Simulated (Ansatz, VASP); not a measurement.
# Si54HC53 (H_C): VASP beside Ansatz

Wanted: the spread between two codes on one cell, functional and k mesh. The cell is taken from a series of runs on this material, whose earlier steps may have relaxed, scaled, displaced or heated it; both programs get it as it stands.

Calculated with Ansatz 0.2.0; plane waves, with VASP 6.6.1 beside it; single point at PBEsol.

## Step 1: The starting structure

The cell holds 108 atoms: 54 Si, 53 C and 1 H. Its edges and angles: a = 9.236 Å, b = 9.236 Å, c = 15.108 Å, α = 90.0°, β = 90.0°, γ = 120.0°. It derives from SiC (SiC (P6_3mc)). Nearest the centre at fractional (0.556, 0.444, 0.542): H108 at 0.97 Å, Si53 at 1.70 Å, Si47 at 1.78 Å, Si27 at 1.89 Å, Si29 at 1.95 Å, C88 at 3.02 Å, C75 at 3.02 Å, C77 at 3.03 Å. The cell carries charge −1.

## Step 2: Ansatz: single point, PBEsol, pair 1

Ansatz runs on its PAW soft_1 files.

A single point gives forces, pressure and levels at one fixed geometry, so differences don't come from the geometry; what else differs is listed under the comparison.

input.yaml reads:

```yaml
crystal:
  checkpoint: "../qm1.relax_smeared.run"
  host: checkpoint
total_charge: -1
basis:
  ecutwfc: 420
  xc_grid: 2
hamiltonian:
  xc: pbesol
  pseudopotentials: { kind: paw, azcp: { folder: soft_1 }, xc_functional: pbe }
kpoints:
  mp_grid: { grid: [2, 2, 2], shift: [0.5, 0.5, 0.5] }
scf:
  occupations: { method: fermi_dirac, width: 0.01 }
  max_iter: 100
output:
  forces: true
  eigenvalues: true
  charged_corrections:
    epsilon: [7.09, 7.09, 7.35]
    static_epsilon: [10.43, 10.43, 10.95]
    defect_position: [0.555556, 0.444444, 0.541528]
  eigenstates: { localisation: true }
  populations: true
  band_densities: [{ bands: [v1, v1] }, { bands: [c1, c1] }]
  write_density: true
  write_potential: true
  volumetric_format: npy
  elf: true
checkpoint:
  write: "../qm1.pbesol.run"
  compress: false
  write_wavefunctions: false
  write_every: 100000
```

Started as:

```bash
> ansatz run input.yaml --threads 4 --pin off --max-ram 15073MiB --backend cpu --events-out ev --progress --plain --runs-dir out
```

Numbers of over 12 decimals in the logs are rounded to 6 here.

The program printed:

```text
crystal.checkpoint: the structure is that of <dir>, a `relax` run, at its step 15: its result, under r2scan at a charge of -1 e; 108 atoms read, 0 with a starting moment; this deck's functional is pbesol; no density is read with it (checkpoint.read); crystal.structure_sha256 for this input is
Engine: ansatz 0.2.0, aarch64-unknown-linux-gnu
Pseudopotentials: kind: paw
Pseudopotential: Si, paw, valence charge 4, recommended cutoff 420 eV (normal), soft_1/Si.paw.azcp
Pseudopotential: C, paw, valence charge 4, recommended cutoff 420 eV (normal), soft_1/C.paw.azcp
Pseudopotential: H, paw, valence charge 1, recommended cutoff 420 eV (normal), soft_1/H.paw.azcp
Functional definition: PBEsol
  exchange = pbesol_x
  correlation = pbesol_c
Crystal: 108 atoms, lattice volume = 1116.095 Å³
Basis set: ecut = 420 eV, 21747 PW (Γ), exchange–correlation on 128×128×216 points (8 copies of the dense FFT grid, shifted against one another)
Bands: 323, of which v1, the nominal top of the filled ones, is band 215 counted from 1 (214 counted from 0)
Symmetry: 1 space group operations
Space group: P1 (ITA 1), of the structure as read, at distance tolerance 1.0e-4 Å
k-points: 4 of 8 (time reversal used)
Non-local potential: Si, projectors of the file, l = 0: 2, l = 1: 2, l = 2: 1
Non-local potential: C, projectors of the file, l = 0: 2, l = 1: 2, l = 2: 1
Non-local potential: H, projectors of the file, l = 0: 2, l = 1: 1
PAW form: soft (Blöchl's): semilocal exchange-correlation on the pseudo side does not see the compensation charge
PAW frozen core: Si, regenerated for the run's functional, and the local potential with it (the file was generated under x = pbe(κ = 0.804, μ = 0.219515), c = pbe(β = 0.066725))
PAW frozen core: C, regenerated for the run's functional, and the local potential with it (the file was generated under x = pbe(κ = 0.804, μ = 0.219515), c = pbe(β = 0.066725))
PAW one-centre angular grid: Si, 110 points (default); XC on 64 Gauss nodes
PAW one-centre angular grid: C, 110 points (default); XC on 64 Gauss nodes
PAW one-centre angular grid: H, 110 points (default); XC on 64 Gauss nodes
Initial density: superposition of atomic densities (chi_scale 0.1, normalization cell, long waves kept (reshape's long-wave potential 0.15 eV rms))
Initial wavefunctions: pseudopotential atomic-orbital guess
Functional: x = pbesol(κ = 0.804, μ = 0.123457), c = pbesol(β = 0.046)
SCF iter   1: F=—  HF=-46737.914736 eV  |F-HF|=—  |Δ(HF+E_count)|=         —  Δρ=1.31e-1  dr2=2.34e2  ethr=3.10e-3  ⟨swp⟩=6.0  Hψ=5948  notcnv=0  defer=307
preconditioner: auto → Resta (q_TF=auto, 2.327 Å⁻¹)  ε∞=4.3  [insulator: Δε(μ)=1.194 eV  Ē_g=12.634 eV  σ=0.010 eV  W_gap=1.00  n_scr=244 (ndim 8)  ℏωp=23.0 eV  f_vac=0.000  D(μ)=0.00/eV (n_scr^D=0)  ε∞_Penn≈4.3]
SCF iter   2: F=—  HF=-46669.699117 eV  |F-HF|=—  |Δ(HF+E_count)|=    6.82e1  Δρ=4.44e-2  dr2=2.00e1  ethr=3.10e-3  ⟨swp⟩=4.0  Hψ=3142  notcnv=0  defer=410
SCF iter   3: F=—  HF=-46664.340425 eV  |F-HF|=—  |Δ(HF+E_count)|=    5.36e0  Δρ=1.78e-2  dr2=2.19e0  ethr=3.10e-3  ⟨swp⟩=2.8  Hψ=1767  notcnv=0  defer=410
SCF iter   4: F=—  HF=-46663.914502 eV  |F-HF|=—  |Δ(HF+E_count)|=   4.26e-1  Δρ=1.33e-3  dr2=1.67e-2  ethr=5.10e-4  ⟨swp⟩=3.0  Hψ=1548  notcnv=0  defer=406
SCF iter   5: F=—  HF=-46663.924103 eV  |F-HF|=—  |Δ(HF+E_count)|=   9.60e-3  Δρ=3.27e-4  dr2=8.82e-4  ethr=3.88e-6  ⟨swp⟩=2.2  Hψ=2075  notcnv=0  defer=406
SCF iter   6: F=—  HF=-46663.924300 eV  |F-HF|=—  |Δ(HF+E_count)|=   1.97e-4  Δρ=3.94e-5  dr2=1.83e-5  ethr=2.05e-7  ⟨swp⟩=2.0  Hψ=1746  notcnv=0  defer=406
SCF iter   7: F=—  HF=-46663.924621 eV  |F-HF|=—  |Δ(HF+E_count)|=   3.21e-4  Δρ=9.54e-6  dr2=1.08e-6  ethr=4.25e-9  ⟨swp⟩=2.0  Hψ=1808  notcnv=0  defer=406
SCF iter   8: F=-46663.924621 eV  HF=-46663.924621 eV  |F-HF|=2.04e-9  |Δ(HF+E_count)|=   7.30e-9  Δρ=1.97e-6  dr2=4.91e-8  ethr=2.33e-11  ⟨swp⟩=22.8  Hψ=14115  notcnv=0
SCF 1 converged in 8 iterations: F = -46663.924621 eV  dr2 = 4.91e-8
  greatest PAW one-centre occupation: 0.650 electrons in one spin orbital (limit 2), on the C atom at site 91 (counted from 0), in its partial waves of l = 0
SCF converged after 8 iterations
Free energy (F): -46663.924621 eV
Harris-Foulkes:  -46663.924621 eV  (|F-HF|=2.04e-9)
Internal energy: -46663.924621 eV  (E = F + TS)
E sigma→0 (E₀):  -46663.924621 eV
Fermi energy:    11.206452 eV
--- Per-component energies (eV) ---
  E_band       = 1499.240316
  E_kinetic    = 7115.372326
  E_local      = -5133.258553  (includes V_loc(G=0)·N_el)
  E_nonlocal   = 2432.268567
  E_hartree    = 1706.522035
  E_xc         = -5630.026141
  E_vxc        = -5823.967277  (∫ρ·V_xc dr)
  E_paw        = -31974.812863  (= ΣΔE_a)
  E_vpaw       = -504.225056  (= ΣTr[D̂ρ^β])
  E_aug_tail   = 0.001668  (compensation charges beyond the density's cutoff)
  E_ewald      = -15182.814264
  E_core_change = 2.822604  (= ΣΔE_core)
[...]
k-point 3: bands = [... 211 lower, 9.0831, 9.2545, 9.9274, 10.9212, 11.4869, 11.6731, 11.8127, 12.1816, ... 104 higher]
--- Löwdin populations: 108 sites ---
  site symbol       q [e]
     0     Si      3.0072
     1     Si      3.0049
     2     Si      3.0173
     3     Si      3.0193
     4     Si      3.0010
     5     Si      3.0200
     6      C      4.9269
     7      C      4.9283
     8      C      4.9117
     9      C      4.9154
    10      C      4.9180
    11      C      4.9172
    12     Si      3.0069
    13     Si      3.0061
    14     Si      3.0172
    15     Si      3.0183
    16     Si      3.0239
    17     Si      3.0192
    18      C      4.9261
    19      C      4.9273
    20      C      4.9105
    21      C      4.9157
    22      C      4.9037
    23      C      4.9205
[...]
100     Si      3.3734
   101     Si      3.0194
   102      C      4.9305
   103      C      4.9037
   104      C      4.9141
   105      C      4.9136
   106      C      4.9195
   107      C      4.9170
  spilling = 0.009785 (of n_electrons = 430.000000)
--- Band densities, each state counted as filled ---
  window                                       electrons  max residual (eV)  cut levels
  bands: [v1, v1]                               2.000000             2.0e-9           0
  bands: [c1, c1]                               2.000000             3.9e-4           0
```

## Step 3: VASP: single point, PBEsol, pair 1

The same cell, functional, mesh and smearing now go to VASP, with its own data sets.

Lines of VASP's logs that name or quote its potential files are left out, and so is its time.

INCAR reads:

```
SYSTEM = Si54HC53
PREC = Accurate
ENCUT = 520
EDIFF = 1E-06
NELM = 120
ISMEAR = -1
SIGMA = 0.01
LREAL = Auto
ALGO = Normal
GGA = PS
NELECT = 430
NBANDS = 296
LORBIT = 11
LWAVE = .FALSE.
LCHARG = .FALSE.
ISIF = 2
ISYM = 0
LASPH = .TRUE.
GGA_COMPAT = .FALSE.
EFERMI = MIDGAP
KPAR = 4
```

POSCAR reads:

```
Si54HC53
1.0
    9.2359949282      0.0000000000      0.0000000000
   -4.6179974641      7.9986062370      0.0000000000
    0.0000000000      0.0000000000     15.1078644027
Si C H
54 53 1
Direct
    0.1131770704      0.2236334802      0.8320161093
    0.2200282299      0.1085588810      0.3319767391
    0.2255854148      0.1145366758      0.6650770554
[... 1 atom line left out ...]
    0.9961855821      0.9962771196      0.4991412067
[... 2 atom lines left out ...]
    0.2208151657      0.4425948019      0.3324792887
    0.2236907323      0.4461323673      0.6654060284
[... 1 atom line left out ...]
    0.9964094282      0.3328967409      0.4991285971
[... 5 atom lines left out ...]
    0.0025120330      0.6673015946      0.4998264753
[... 1 atom line left out ...]
    0.4473922973      0.2259938957      0.8311845871
    0.5555307112      0.1093103161      0.3319832271
    0.5570915361      0.1170549674      0.6647053107
[... 1 atom line left out ...]
    0.3324704553      0.9992629662      0.4991939996
[... 1 atom line left out ...]
    0.4450231684      0.5583838642      0.8340757473
    0.5546329341      0.4426419442      0.3328452876
    0.5622107665      0.4640977021      0.6660970892
[... 1 atom line left out ...]
    0.3261313810      0.3201358695      0.4975498139
[... 2 atom lines left out ...]
    0.5562583206      0.7744285919      0.3347850486
    0.5560083335      0.7797656633      0.6662131322
[... 1 atom line left out ...]
    0.3342059956      0.6633751003      0.4996236457
[... 5 atom lines left out ...]
    0.6649171388      0.9983314383      0.4995156249
[... 1 atom line left out ...]
    0.7807305115      0.5577869833      0.8333578917
    0.8892919693      0.4436977917      0.3315215347
    0.8887586670      0.4469091489      0.6652576545
[... 1 atom line left out ...]
    0.6592155212      0.3453472442      0.4931291512
[... 2 atom lines left out ...]
    0.8864775784      0.7747397381      0.3339010723
    0.8927248614      0.7804393021      0.6663310036
[... 1 atom line left out ...]
    0.6702083609      0.6468217164      0.5091546037
[... 3 atom lines left out ...]
    0.1127506548      0.2237448834      0.7073351890
[... 1 atom line left out ...]
    0.2146460854      0.1021807374      0.5406067808
[... 5 atom lines left out ...]
    0.2196811295      0.4413237804      0.5401103097
[... 2 atom lines left out ...]
    0.0002555586      0.6659395139      0.3740773680
[... 5 atom lines left out ...]
    0.3327478487      0.9993376491      0.3736088475
    0.4491079996      0.2300954281      0.7063072072
[... 1 atom line left out ...]
    0.5547780754      0.1158451868      0.5401255441
[... 2 atom lines left out ...]
    0.3296960086      0.3299444571      0.3719456405
    0.4428442634      0.5617890547      0.7118194863
[... 3 atom lines left out ...]
    0.3327488110      0.6649991248      0.3741621280
[... 2 atom lines left out ...]
    0.5554485608      0.7715756833      0.5418345200
[... 3 atom lines left out ...]
    0.7793613248      0.2244474239      0.7072376967
[... 4 atom lines left out ...]
    0.6678244773      0.3312559746      0.3692365758
    0.7833818715      0.5603882254      0.7103520999
[... 1 atom line left out ...]
    0.8854285671      0.4449223938      0.5403000468
[... 2 atom lines left out ...]
    0.6657630120      0.6623891772      0.3770765398
    0.7795436831      0.8903200893      0.7077047704
[... 1 atom line left out ...]
    0.8946332127      0.7798031230      0.5421633287
[... 1 atom line left out ...]
    0.4535782006      0.3947222230      0.5762001277
```

KPOINTS reads:

```
Points of the shifted mesh
8
Reciprocal
 0.2500000000  0.2500000000  0.2500000000 1
 0.2500000000  0.2500000000  0.7500000000 1
 0.2500000000  0.7500000000  0.2500000000 1
 0.2500000000  0.7500000000  0.7500000000 1
 0.7500000000  0.2500000000  0.2500000000 1
 0.7500000000  0.2500000000  0.7500000000 1
 0.7500000000  0.7500000000  0.2500000000 1
 0.7500000000  0.7500000000  0.7500000000 1
```

Potentials, in the order of the species: Si, C and H (PBE family, release 64).

Started as:

```bash
> mpirun -np 8 vasp_std
```

The program printed:

```text
[banner, memory and clock lines left out]
running    8 mpi-ranks, on    1 nodes
[...]
|                                                                             |
|           W    W    AA    RRRRR   N    N  II  N    N   GGGG   !!!           |
|           W    W   A  A   R    R  NN   N  II  NN   N  G    G  !!!           |
|           W    W  A    A  R    R  N N  N  II  N N  N  G       !!!           |
|           W WW W  AAAAAA  RRRRR   N  N N  II  N  N N  G  GGG   !            |
|           WW  WW  A    A  R   R   N   NN  II  N   NN  G    G                |
|           W    W  A    A  R    R  N    N  II  N    N   GGGG   !!!           |
|                                                                             |
|     For optimal performance we recommend to set                             |
|       NCORE = 2 up to number-of-cores-per-socket                            |
|     NCORE specifies how many cores store one orbital (NPAR=cpu/NCORE).      |
|     This setting can greatly improve the performance of VASP for DFT.       |
[...]
DAV:   5    -0.935037356550E+03   -0.91769E-01   -0.91637E-01  5784   0.150E+00BRMIX: very serious problems
 the old and the new charge density differ
 old charge density:   429.00000 new  430.00000
BRMIX: very serious problems
 the old and the new charge density differ
 old charge density:   429.00000 new  430.00000
BRMIX: very serious problems
 the old and the new charge density differ
 old charge density:   429.00000 new  430.00000
BRMIX: very serious problems
 the old and the new charge density differ
 old charge density:   429.00000 new  430.00000
    0.638E+01
DAV:   6    -0.842933625475E+03    0.92104E+02   -0.28903E+02  5504   0.219E+01    0.289E+01
DAV:   7    -0.839871912224E+03    0.30617E+01   -0.27157E+01  5952   0.703E+00    0.119E+01
DAV:   8    -0.839204468654E+03    0.66744E+00   -0.20253E+00  5512   0.205E+00    0.358E+00
DAV:   9    -0.839118829874E+03    0.85639E-01   -0.25589E-01  5576   0.808E-01    0.536E-01
[...]
DAV:  14    -0.839121259563E+03   -0.27194E-05   -0.89967E-06  5488   0.536E-03    0.716E-03
DAV:  15    -0.839121260944E+03   -0.13816E-05   -0.26192E-06  3464   0.281E-03    0.375E-03
DAV:  16    -0.839121261032E+03   -0.87246E-07   -0.48765E-07  2944   0.145E-03
   1 F= -.83912126E+03 E0= -.83912126E+03  d E =-.252291E-12
```

Parts of OUTCAR (step 3):

```text
  FREE ENERGIE OF THE ION-ELECTRON SYSTEM (eV)
  ---------------------------------------------------
  free  energy   TOTEN  =      -839.1212610316 eV

  energy  without entropy=     -839.1212610316  energy(sigma->0) =     -839.12126103
```

The cell is charged against a uniform background.

The run ends at a pressure of 2.17 GPa, with forces up to 0.30 eV/Å.

## Step 4: Comparison

Known differences besides the potentials themselves: the cutoff is 420 eV in Ansatz and 520 eV in VASP (PREC = Accurate, projectors in real space); Ansatz makes its cores anew for this functional, VASP keeps those of its PBE data sets. Total energies have different zeros and are not compared.

Both answers:

```csv
quantity,Ansatz,VASP,difference
gap on the k mesh (eV),0.566,0.562,+0.004
```

Forces on 10 of the 108 atoms, those with the largest forces and the largest differences (eV/Å; atoms numbered as in POSCAR):

```csv
atom,"Ansatz x, y, z","VASP x, y, z"
Si27,"0.221, -0.117, 0.160","0.221, -0.119, 0.156"
Si29,"-0.161, 0.139, -0.124","-0.159, 0.143, -0.125"
Si47,"0.135, 0.028, 0.198","0.128, 0.032, 0.203"
Si51,"0.067, -0.026, 0.138","0.068, -0.022, 0.137"
Si53,"-0.066, -0.005, -0.123","-0.067, -0.014, -0.123"
C56,"0.060, -0.051, 0.003","0.056, -0.054, -0.010"
C69,"-0.025, 0.041, -0.061","-0.032, 0.042, -0.052"
C102,"-0.069, 0.043, -0.038","-0.072, 0.031, -0.041"
C106,"0.020, -0.129, -0.078","0.022, -0.124, -0.080"
H108,"-0.113, -0.003, -0.081","-0.111, -0.002, -0.082"
```

The forces differ by 2.9 meV/Å r.m.s., which is 5.9 % of the r.m.s. force of 0.049 eV/Å (both taken over all components). A gap on the mesh is an upper bound, since the band edges may lie between its points. The cell carries a charge of -1 e against a uniform background, so its pressure also hangs on how the neutralising background is counted, and in a defect's cell a gap may be the spacing between its levels.

## Step 5: Ansatz: single point, PBEsol, pair 2

A single point gives forces, pressure and levels at one fixed geometry, so differences don't come from the geometry; what else differs is listed under the comparison.

The cell is taken from a series of runs on this material, whose earlier steps may have relaxed, scaled, displaced or heated it; both programs get it as it stands.

input.yaml, the sections that differ from step 2:

```yaml
crystal:
  checkpoint: "../qp4_M1.relax.run"
  host: checkpoint
total_charge: 4
magnetization:
  spin_polarized: true
  initial_magnetization: 1
  spin_locking: { lock_magnetization: hard }
output:
  forces: true
  eigenvalues: true
  charged_corrections:
    epsilon: [7.09, 7.09, 7.35]
    static_epsilon: [10.43, 10.43, 10.95]
    defect_position: [0.555556, 0.444444, 0.541528]
  eigenstates: { localisation: true }
  populations: true
  efg: {}
  band_densities: [{ bands: [v1, v1] }, { bands: [c1, c1] }]
  write_density: true
  write_potential: true
  volumetric_format: npy
checkpoint:
  write: "../qp4_M1.pbesol.run"
  compress: false
  write_wavefunctions: false
  write_every: 100000
# basis, hamiltonian, kpoints, scf: as in step 2
```

Started as:

```bash
> ansatz run input.yaml --threads 4 --pin off --max-ram 15073MiB --backend cpu --events-out ev --progress --plain --runs-dir out
```

The program printed:

```text
[...]
Crystal: 108 atoms, lattice volume = 1116.095 Å³
Basis set: ecut = 420 eV, 21747 PW (Γ), exchange–correlation on 128×128×216 points (8 copies of the dense FFT grid, shifted against one another)
Bands: 321, of which v1, the nominal top of the filled ones, is band 213 counted from 1 (212 counted from 0)
Symmetry: 1 space group operations
[...]
k-points: 4 of 8 (time reversal used)
[...]
Starting moments: Σ|m| = 1 μB on 108 of 108 sites
[...]
4     Si      2.9905     0.0000
     5     Si      2.9833    -0.0011
     6      C      4.8964     0.0272
     7      C      4.9040     0.0090
[...]
104      C      4.8944     0.0076
   105      C      4.8804     0.0304
   106      C      4.8787     0.0028
   107      C      4.8795     0.0442
  spilling = 0.009439 (of n_electrons = 425.000000)
--- Band densities, each state counted as filled ---
  window                                       electrons  max residual (eV)  cut levels
  bands: [v1, v1]                    1.000000 + 1.000000             5.4e-5           0
  bands: [c1, c1]                    1.000000 + 1.000000             1.5e-4           0
```

(Continued in part 2 of 2.)

[Lines on the potential files, build, host, timing and source positions are cut from VASP's logs without a mark.]

[Logs are printed without paths, hosts, clocks, repeated set-up lines and the standing remarks that a program may print on its own settings, such as how far it seeks lower states.]

[Hosts, paths, dates, database ids (printed as entryN), source tags and the programs' standing remarks are cut or masked in the printed files.]
